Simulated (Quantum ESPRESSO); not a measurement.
# Ca (Fm-3m) in Quantum ESPRESSO: settings compared

One crystal, Ca, is run at these levels: PBEsol, PBE, LDA; tasks: phonons.

All numbers are computed with Quantum ESPRESSO 7.5; they aren't measurements. Logs are shortened: lines on timing, memory, paths and dates and some standing lists are left out, and cuts for length are marked.

### 1 The structure

It takes space group Fm-3m (No. 225, cubic). Conventional cell: a = 5.588 Å, b = 5.588 Å, c = 5.588 Å, α = 90.00°, β = 90.00°, γ = 90.00°. Ca (site symmetry m-3m) is surrounded by 12 Ca at 3.95 Å.

### 2 Phonons, PBEsol

The input, pw.in:

```
&CONTROL
  calculation = 'scf'
  prefix = 'pwscf'
  outdir = './tmp'
  pseudo_dir = './pseudo'
  tprnfor = .true.
  tstress = .true.
  disk_io = 'low'
/
&SYSTEM
  ibrav = 0
  nat = 1
  ntyp = 1
  ecutwfc = 68
  nbnd = 10
  occupations = 'smearing'
  smearing = 'mp'
  degauss = 0.01469973
/
&ELECTRONS
  conv_thr = 2d-10
  electron_maxstep = 120
  mixing_beta = 0.5
/
ATOMIC_SPECIES
Ca    40.0780 Ca.upf
CELL_PARAMETERS angstrom
   0.0000000000    2.7942000000    2.7942000000
   2.7942000000    0.0000000000    2.7942000000
   2.7942000000    2.7942000000    0.0000000000
ATOMIC_POSITIONS crystal
Ca     0.0000000000    0.0000000000    0.0000000000
K_POINTS automatic
8 8 8 0 0 0
```

The input, relax.in:

```
&CONTROL
  calculation = 'vc-relax'
  prefix = 'pwscf'
  outdir = './tmp'
  pseudo_dir = './pseudo'
  tprnfor = .true.
  tstress = .true.
  disk_io = 'low'
  nstep = 40
  forc_conv_thr = 0.0001
  etot_conv_thr = 1d-06
/
&SYSTEM
  ibrav = 0
  nat = 1
  ntyp = 1
  ecutwfc = 68
  nbnd = 10
  occupations = 'smearing'
  smearing = 'mp'
  degauss = 0.01469973
/
&ELECTRONS
  conv_thr = 2d-10
  electron_maxstep = 120
  mixing_beta = 0.5
/
&IONS
  ion_dynamics = 'bfgs'
/
&CELL
  cell_dynamics = 'bfgs'
  press = 0
  press_conv_thr = 0.2
/
ATOMIC_SPECIES
Ca    40.0780 Ca.upf
CELL_PARAMETERS angstrom
   0.0000000000    2.7942000000    2.7942000000
   2.7942000000    0.0000000000    2.7942000000
   2.7942000000    2.7942000000    0.0000000000
ATOMIC_POSITIONS crystal
Ca     0.0000000000    0.0000000000    0.0000000000
K_POINTS automatic
8 8 8 0 0 0
```

The input, scf2.in:

```
&CONTROL
  calculation = 'scf'
  prefix = 'pwscf'
  outdir = './tmp'
  pseudo_dir = './pseudo'
  tprnfor = .true.
  tstress = .true.
  disk_io = 'low'
/
&SYSTEM
  ibrav = 0
  nat = 1
  ntyp = 1
  ecutwfc = 68
  nbnd = 10
  occupations = 'smearing'
  smearing = 'mp'
  degauss = 0.01469973
/
&ELECTRONS
  conv_thr = 1d-13
  electron_maxstep = 120
  mixing_beta = 0.5
  startingpot = 'file'
  startingwfc = 'file'
/
ATOMIC_SPECIES
Ca    40.0780 Ca.upf
CELL_PARAMETERS angstrom
   0.0000000000    2.7260092708    2.7260092708
   2.7260092708    0.0000000000    2.7260092708
   2.7260092708    2.7260092708    0.0000000000
ATOMIC_POSITIONS crystal
Ca     0.0000000000    0.0000000000    0.0000000000
K_POINTS automatic
8 8 8 0 0 0
```

The input, ph.in:

```
phonons of Ca
&INPUTPH
  prefix = 'pwscf'
  outdir = './tmp'
  tr2_ph = 1d-16
  fildyn = 'dyn'
  niter_ph = 60
  alpha_mix(1) = 0.4
/
0.5303300859 0.5303300859 -0.0000000000
```

Potentials or basis: PseudoDojo 0.4.1 SR PBEsol standard.

Run with:

```console
> OMP_NUM_THREADS=1 pw.x -in pw.in > pw.out
> OMP_NUM_THREADS=1 pw.x -in relax.in > relax.out
> OMP_NUM_THREADS=1 pw.x -in scf2.in > scf2.out
> OMP_NUM_THREADS=1 ph.x -in ph.in > ph.out
```

pw.out:

```text
This program is part of the open-source Quantum ESPRESSO suite
     for quantum simulation of materials; please cite
[... 9 lines left out ...]
     --------------------
     sticks:   dense  smooth     PW     G-vecs:    dense   smooth      PW
     Sum        1039    1039    313                22227    22227    3695

     Using Slab Decomposition

     bravais-lattice index     =            0
     lattice parameter (alat)  =       7.4674  a.u.
     unit-cell volume          =     294.4415 (a.u.)^3
     number of atoms/cell      =            1
     number of atomic types    =            1
     number of electrons       =        10.00
     number of Kohn-Sham states=           10
     kinetic-energy cutoff     =      68.0000  Ry
     charge density cutoff     =     272.0000  Ry
     scf convergence threshold =      2.0E-10
     mixing beta               =       0.5000
     number of iterations used =            8  plain     mixing
     Exchange-correlation= PBESOL
                           (   1   4  10   8   0   0   0)

     celldm(1)=   7.467433  celldm(2)=   0.000000  celldm(3)=   0.000000
     celldm(4)=   0.000000  celldm(5)=   0.000000  celldm(6)=   0.000000

     crystal axes: (cart. coord. in units of alat)
               a(1) = (   0.000000   0.707107   0.707107 )
               a(2) = (   0.707107   0.000000   0.707107 )
               a(3) = (   0.707107   0.707107   0.000000 )

     reciprocal axes: (cart. coord. in units 2 pi/alat)
               b(1) = ( -0.707107  0.707107  0.707107 )
               b(2) = (  0.707107 -0.707107  0.707107 )
               b(3) = (  0.707107  0.707107 -0.707107 )

     PseudoPot. # 1 for Ca read from file:
     Ca.upf
     Pseudo is Norm-conserving + core correction, Zval = 10.0
     Generated using ONCVPSP code by D. R. Hamann
     Using radial grid of 1746 points,  6 beta functions with:
                l(1) =   0
                l(2) =   0
                l(3) =   1
                l(4) =   1
                l(5) =   2
                l(6) =   2

     atomic species   valence    mass     pseudopotential
     Ca               10.00    40.07800     Ca( 1.00)

     48 Sym. Ops., with inversion, found

   Cartesian axes

     site n.     atom                  positions (alat units)
         1        Ca     tau(   1) = (   0.0000000   0.0000000   0.0000000  )

     number of k points=    29  Methfessel-Paxton smearing, width (Ry)=  0.0147
                       cart. coord. in units 2pi/alat
        k(    1) = (   0.0000000   0.0000000   0.0000000), wk =   0.0039062
        k(    2) = (   0.0883883   0.0883883  -0.0883883), wk =   0.0312500
        k(    3) = (   0.1767767   0.1767767  -0.1767767), wk =   0.0312500
        k(    4) = (   0.2651650   0.2651650  -0.2651650), wk =   0.0312500
        k(    5) = (  -0.3535534  -0.3535534   0.3535534), wk =   0.0156250
        k(    6) = (   0.1767767   0.0000000   0.0000000), wk =   0.0234375
[... 21 lines left out ...]
        k(   28) = (  -0.7071068   0.1767767  -0.0000000), wk =   0.0468750
        k(   29) = (  -0.7071068   0.3535534   0.0000000), wk =   0.0234375

     Dense  grid:    22227 G-vectors     FFT dimensions: (  40,  40,  40)

     Initial potential from superposition of free atoms

     starting charge       9.9953, renormalised to      10.0000
     Starting wfcs are    5 randomized atomic wfcs +    5 random wfcs

     Self-consistent Calculation

     iteration #  1     ecut=    68.00 Ry     beta= 0.50
     Davidson diagonalization with overlap
     ethr =  1.00E-02,  avg # of iterations =  8.6

     Threshold (ethr) on eigenvalues was too large:
     Diagonalizing with lowered threshold

     Davidson diagonalization with overlap
     c_bands:  1 eigenvalues not converged
     ethr =  1.19E-05,  avg # of iterations = 11.2

     total energy              =     -77.28435062 Ry
     estimated scf accuracy    <       0.00127155 Ry

     iteration #  2     ecut=    68.00 Ry     beta= 0.50
     Davidson diagonalization with overlap
     ethr =  1.27E-05,  avg # of iterations =  1.1

     total energy              =     -77.28449565 Ry
     estimated scf accuracy    <       0.00027037 Ry

     iteration #  3     ecut=    68.00 Ry     beta= 0.50
     Davidson diagonalization with overlap
     ethr =  2.70E-06,  avg # of iterations =  2.1

     total energy              =     -77.28450960 Ry
     estimated scf accuracy    <       0.00000935 Ry
[... 5 lines left out ...]
     total energy              =     -77.28451059 Ry
     estimated scf accuracy    <       0.00000012 Ry

     iteration #  5     ecut=    68.00 Ry     beta= 0.50
     Davidson diagonalization with overlap
     ethr =  1.22E-09,  avg # of iterations =  3.7

     total energy              =     -77.28451065 Ry
     estimated scf accuracy    <       0.00000004 Ry

     iteration #  6     ecut=    68.00 Ry     beta= 0.50
     Davidson diagonalization with overlap
     ethr =  3.94E-10,  avg # of iterations =  2.1

     End of self-consistent calculation

          k = 0.0000 0.0000 0.0000 (  2741 PWs)   bands (ev):

   -37.2308 -18.2214 -18.2214 -18.2214   0.7418   6.9934   6.9934   6.9934
     8.0270   8.0270

          k = 0.0884 0.0884-0.0884 (  2764 PWs)   bands (ev):

   -37.2291 -18.2398 -18.2240 -18.2240   0.9999   6.7282   7.0808   7.0808
     7.9583   7.9583

          k = 0.1768 0.1768-0.1768 (  2782 PWs)   bands (ev):

   -37.2249 -18.2837 -18.2301 -18.2301   1.7352   6.1023   7.1247   7.1247
     8.0378   8.0378

          k = 0.2652 0.2652-0.2652 (  2797 PWs)   bands (ev):

   -37.2208 -18.3272 -18.2362 -18.2362   2.8148   5.2892   6.9701   6.9701
     8.4466   8.4466
[... 68 lines left out ...]
   -37.2175 -18.3217 -18.2603 -18.2603   3.3993   5.4906   6.0679   8.2673
     8.2673   8.5780

          k =-0.0884-0.6187 0.6187 (  2798 PWs)   bands (ev):

   -37.2157 -18.3297 -18.2723 -18.2628   4.1454   5.3234   5.7241   8.2386
     8.7866   8.8313

          k = 0.0000-0.5303 0.5303 (  2784 PWs)   bands (ev):

   -37.2155 -18.3178 -18.2931 -18.2576   4.7588   5.1144   5.4989   7.8865
     8.5991   8.8601

          k =-0.7071 0.0000 0.0000 (  2778 PWs)   bands (ev):

   -37.2152 -18.3380 -18.2669 -18.2669   4.2880   5.2982   5.6139   8.6823
     8.8623   8.8623

          k = 0.3536 0.1768 0.0000 (  2791 PWs)   bands (ev):

   -37.2218 -18.2946 -18.2528 -18.2379   2.3543   5.8993   6.6445   7.5308
     7.6555   8.5412

          k =-0.2652-0.4419 0.6187 (  2790 PWs)   bands (ev):

   -37.2185 -18.3180 -18.2665 -18.2451   3.3792   5.4031   6.2466   7.3778
     8.1964   8.9047

          k =-0.1768-0.3536 0.5303 (  2784 PWs)   bands (ev):

   -37.2171 -18.3281 -18.2708 -18.2490   4.3762   4.6288   6.1882   7.2846
     8.5284   9.0690

          k =-0.1768-0.5303 0.7071 (  2794 PWs)   bands (ev):

   -37.2171 -18.3193 -18.2702 -18.2577   3.6665   5.4721   5.9396   7.8451
     8.3080   8.9074

          k =-0.0884-0.4419 0.6187 (  2786 PWs)   bands (ev):

   -37.2157 -18.3168 -18.2883 -18.2605   4.5947   5.1321   5.6808   7.5393
     8.6041   9.3459

          k = 0.0000-0.3536 0.5303 (  2786 PWs)   bands (ev):

   -37.2163 -18.3101 -18.2941 -18.2542   4.3221   5.4623   5.5198   7.4644
     8.4119   8.9916

          k =-0.7071 0.1768-0.0000 (  2802 PWs)   bands (ev):

   -37.2152 -18.3277 -18.2774 -18.2675   4.5548   5.3119   5.5277   7.9672
     8.8633   9.1380

          k =-0.7071 0.3536 0.0000 (  2780 PWs)   bands (ev):

   -37.2152 -18.3026 -18.3026 -18.2680   4.9326   5.3854   5.3854   7.1805
     8.8642   9.7546

     the Fermi energy is     4.6722 ev

!    total energy              =     -77.28451066 Ry
     estimated scf accuracy    <          1.3E-10 Ry
     smearing contrib. (-TS)   =      -0.00031647 Ry
     internal energy E=F+TS    =     -77.28419419 Ry

     The total energy is F=E-TS. E is the sum of the following terms:
     one-electron contribution =     -39.56162230 Ry
     hartree contribution      =      20.09726283 Ry
     xc contribution           =     -14.40482283 Ry
     ewald contribution        =     -43.41501190 Ry

     convergence has been achieved in   6 iterations

     Forces acting on atoms (cartesian axes, Ry/au):

     atom    1 type  1   force =     0.00000000    0.00000000    0.00000000

     Total force =     0.000000     Total SCF correction =     0.000000

     Computing stress (Cartesian axis) and pressure

          total   stress  (Ry/bohr**3)                   (kbar)     P=      -11.81
  -0.00008032   0.00000000   0.00000000          -11.81        0.00        0.00
   0.00000000  -0.00008032   0.00000000            0.00      -11.81        0.00
   0.00000000   0.00000000  -0.00008032            0.00        0.00      -11.81

=------------------------------------------------------------------------------=
   JOB DONE.
=------------------------------------------------------------------------------=
```

scf2.out:

```text
This program is part of the open-source Quantum ESPRESSO suite
     for quantum simulation of materials; please cite
[... 9 lines left out ...]
     --------------------
     sticks:   dense  smooth     PW     G-vecs:    dense   smooth      PW
     Sum        1003    1003    301                20827    20827    3383
[... 281 lines left out ...]
  -0.00000086  -0.00000000   0.00000000           -0.13       -0.00        0.00
  -0.00000000  -0.00000086   0.00000000           -0.00       -0.13        0.00
   0.00000000   0.00000000  -0.00000086            0.00        0.00       -0.13

=------------------------------------------------------------------------------=
   JOB DONE.
=------------------------------------------------------------------------------=
```

Run time: 7.3 min. Hardware: 1 thread of Arm Neoverse V2, shared host; peak memory 0.09 GiB.

What came out:

```
Free energy                                 : -1051.5213 eV
Relaxed volume                              : 40.51 Å³/atom
Relaxed cell                                : a = 3.855 Å, b = 3.855 Å, c = 3.855 Å, α = 60.00°, β = 60.00°, γ = 60.00°
Space group after relaxing (to 0.05 Å)      : Fm-3m (No. 225)
Pressure after relaxing                     : 0.0 GPa
Band gap on the k mesh                      : none (metal or under the smearing width)
Highest phonon frequency at the q point run : 159 cm⁻¹
```

Step by step:
| step | energy change (eV) | largest force (eV/Å) | pressure (GPa) | volume (Å³) |
| --- | --- | --- | --- | --- |
| 1 | 0.0000 | 0.0000 | -1.18 | 43.63 |
| 2 | -0.0019 | 0.0000 | -1.10 | 43.37 |
| 3 | -0.0044 | 0.0000 | -0.96 | 42.98 |
| 4 | -0.0075 | 0.0000 | -0.76 | 42.40 |
| 5 | -0.0107 | 0.0000 | -0.43 | 41.53 |
| 6 | -0.0121 | 0.0000 | 0.02 | 40.46 |
| 7 | -0.0121 | 0.0000 | 0.00 | 40.51 |

Final structure:
```xyz
1
Lattice="0.0000 2.7260 2.7260 2.7260 0.0000 2.7260 2.7260 2.7260 0.0000" Properties=species:S:1:pos:R:3 pbc="T T T"
Ca    0.0000    0.0000    0.0000
```

Phonon frequencies in cm⁻¹ (negative: imaginary):
```
              q point  frequencies
(0.375, 0.375, 0.750)  112 136 159
```

Phonon modes at q = (0.375, 0.375, 0.750) in reciprocal lattice units:
| mode | symmetry | cm⁻¹ |
| --- | --- | --- |
| 1 | B_1 | 112 |
| 2 | A_1 | 136 |
| 3 | B_2 | 159 |

### 3 Phonons, PBE

Edit pw.in of step 2 so:

```diff
@@ -13,7 +13,8 @@
   ntyp = 1
-  ecutwfc = 68
+  ecutwfc = 36
+  ecutrho = 216
   nbnd = 10
   occupations = 'smearing'
-  smearing = 'mp'
-  degauss = 0.01469973
+  smearing = 'gaussian'
+  degauss = 0.00999582
 /
@@ -25,3 +26,3 @@
 ATOMIC_SPECIES
-Ca    40.0780 Ca.upf
+Ca    40.0780 Ca.GGA_PBE-JTH.UPF
 CELL_PARAMETERS angstrom
```

Edit relax.in of step 2 so:

```diff
@@ -16,7 +16,8 @@
   ntyp = 1
-  ecutwfc = 68
+  ecutwfc = 36
+  ecutrho = 216
   nbnd = 10
   occupations = 'smearing'
-  smearing = 'mp'
-  degauss = 0.01469973
+  smearing = 'gaussian'
+  degauss = 0.00999582
 /
@@ -36,3 +37,3 @@
 ATOMIC_SPECIES
-Ca    40.0780 Ca.upf
+Ca    40.0780 Ca.GGA_PBE-JTH.UPF
 CELL_PARAMETERS angstrom
```

The input, scf2.in:

```
&CONTROL
  calculation = 'scf'
  prefix = 'pwscf'
  outdir = './tmp'
  pseudo_dir = './pseudo'
  tprnfor = .true.
  tstress = .true.
  disk_io = 'low'
/
&SYSTEM
  ibrav = 0
  nat = 1
  ntyp = 1
  ecutwfc = 36
  ecutrho = 216
  nbnd = 10
  occupations = 'smearing'
  smearing = 'gaussian'
  degauss = 0.00999582
/
&ELECTRONS
  conv_thr = 1d-13
  electron_maxstep = 120
  mixing_beta = 0.5
  startingpot = 'file'
  startingwfc = 'file'
/
ATOMIC_SPECIES
Ca    40.0780 Ca.GGA_PBE-JTH.UPF
CELL_PARAMETERS angstrom
   0.0000000000    2.7509964225    2.7509964225
   2.7509964225    0.0000000000    2.7509964225
   2.7509964225    2.7509964225    0.0000000000
ATOMIC_POSITIONS crystal
Ca     0.0000000000    0.0000000000    0.0000000000
K_POINTS automatic
8 8 8 0 0 0
```

Edit ph.in of step 2 so:

```diff
@@ -9,2 +9,2 @@
 /
-0.5303300859 0.5303300859 -0.0000000000
+0.3535533906 0.3535533906 0.3535533906
```

Potentials or basis: JTH 2.0 PBE.

Run with:

```console
> OMP_NUM_THREADS=1 pw.x -in pw.in > pw.out
> OMP_NUM_THREADS=1 pw.x -in relax.in > relax.out
> OMP_NUM_THREADS=1 pw.x -in scf2.in > scf2.out
> OMP_NUM_THREADS=1 ph.x -in ph.in > ph.out
```

pw.out:

```text
This program is part of the open-source Quantum ESPRESSO suite
     for quantum simulation of materials; please cite
         "P. Giannozzi et al., J. Phys.:Condens. Matter 21 395502 (2009);
         "P. Giannozzi et al., J. Phys.:Condens. Matter 29 465901 (2017);
         "P. Giannozzi et al., J. Chem. Phys. 152 154105 (2020);
     in publications or presentations arising from this work. More details at

     file Ca.GGA_PBE-JTH.UPF: wavefunction(s)  4S 3P 0P 3D 0D renormalized
     Message from routine setup:
     using ibrav=0 with symmetry is DISCOURAGED, use correct ibrav instead

     G-vector sticks info
     --------------------
     sticks:   dense  smooth     PW     G-vecs:    dense   smooth      PW
     Sum         835     559    169                15665     8609    1471

     Using Slab Decomposition

     bravais-lattice index     =            0
     lattice parameter (alat)  =       7.4674  a.u.
     unit-cell volume          =     294.4415 (a.u.)^3
     number of atoms/cell      =            1
     number of atomic types    =            1
     number of electrons       =        10.00
[... 280 lines left out ...]

   -37.3613 -18.3966 -18.3470 -18.3373   4.5806   5.3457   5.5547   8.0007
     8.8924   9.1670

          k =-0.7071 0.3536 0.0000 (  1084 PWs)   bands (ev):

   -37.3613 -18.3719 -18.3719 -18.3378   4.9552   5.4161   5.4161   7.2195
     8.8933   9.7941

     the Fermi energy is     4.6970 ev

!    total energy              =    -133.52051769 Ry
     total all-electron energy =      -133.520518 Ry
     estimated scf accuracy    <          9.9E-12 Ry
     smearing contrib. (-TS)   =      -0.00101221 Ry
     internal energy E=F+TS    =    -133.51950548 Ry

     The total energy is F=E-TS. E is the sum of the following terms:
     one-electron contribution =     -38.23021259 Ry
     hartree contribution      =      20.80803930 Ry
     xc contribution           =     -10.14555343 Ry
     ewald contribution        =     -43.41501201 Ry
     one-center paw contrib.   =     -62.53676675 Ry

     convergence has been achieved in   7 iterations

     Forces acting on atoms (cartesian axes, Ry/au):

     atom    1 type  1   force =     0.00000000    0.00000000    0.00000000

     Total force =     0.000000     Total SCF correction =     0.000000

     Computing stress (Cartesian axis) and pressure

          total   stress  (Ry/bohr**3)                   (kbar)     P=       -8.41
  -0.00005720  -0.00000000   0.00000000           -8.41       -0.00        0.00
  -0.00000000  -0.00005720   0.00000000           -0.00       -8.41        0.00
   0.00000000   0.00000000  -0.00005720            0.00        0.00       -8.41

=------------------------------------------------------------------------------=
   JOB DONE.
=------------------------------------------------------------------------------=
```

scf2.out:

```text
This program is part of the open-source Quantum ESPRESSO suite
     for quantum simulation of materials; please cite
         "P. Giannozzi et al., J. Phys.:Condens. Matter 21 395502 (2009);
         "P. Giannozzi et al., J. Phys.:Condens. Matter 29 465901 (2017);
         "P. Giannozzi et al., J. Chem. Phys. 152 154105 (2020);
[... 291 lines left out ...]
  -0.00000000  -0.00000504   0.00000000           -0.00       -0.74        0.00
  -0.00000000   0.00000000  -0.00000504           -0.00        0.00       -0.74

=------------------------------------------------------------------------------=
   JOB DONE.
=------------------------------------------------------------------------------=
```

Wall time 2.1 min (1 thread of Arm Neoverse V2, shared host); peak memory 0.1 GiB.

Results:

```yaml
Free_energy: -1816.6414 eV
Relaxed_volume: 41.64 Å³/atom
Relaxed_cell: a = 3.890 Å, b = 3.890 Å, c = 3.890 Å, α = 60.00°, β = 60.00°, γ = 60.00°
Space_group_after_relaxing_to_0.05_Å: Fm-3m (No. 225)
Pressure_after_relaxing: -0.1 GPa
Band_gap_on_the_k_mesh: none (metal or under the smearing width)
Highest_phonon_frequency_at_the_q_point_run: 154 cm⁻¹
```

The path:
| step | energy change (eV) | largest force (eV/Å) | pressure (GPa) | volume (Å³) |
| --- | --- | --- | --- | --- |
| 1 | 0.0000 | 0.0000 | -0.84 | 43.63 |
| 2 | -0.0009 | 0.0000 | -0.77 | 43.44 |
| 3 | -0.0022 | 0.0000 | -0.66 | 43.17 |
| 4 | -0.0037 | 0.0000 | -0.49 | 42.75 |
| 5 | -0.0051 | 0.0000 | -0.22 | 42.13 |
| 6 | -0.0054 | 0.0000 | 0.01 | 41.63 |
| 7 | -0.0054 | 0.0000 | 0.00 | 41.64 |

Final structure:
```yaml
crystal:
  lattice:
    - [0.00000, 2.75100, 2.75100]
    - [2.75100, 0.00000, 2.75100]
    - [2.75100, 2.75100, 0.00000]
  atoms:
    - { symbol: Ca, position: [0.00000, 0.00000, 0.00000] }
```

Phonon frequencies in cm⁻¹ (negative: imaginary):
| q point | frequencies |
| --- | --- |
| (0.500, 0.500, 0.500) | 78 78 154 |

Phonon modes at q = (0.500, 0.500, 0.500) in reciprocal lattice units:
```
mode  symmetry  cm⁻¹
   1       E_u    78
   2       E_u    78
   3      A_2u   154
```

Caveat: the cutoff is low for these files, which shifts pressure and relaxed volume.

[end of part 1 of 2]
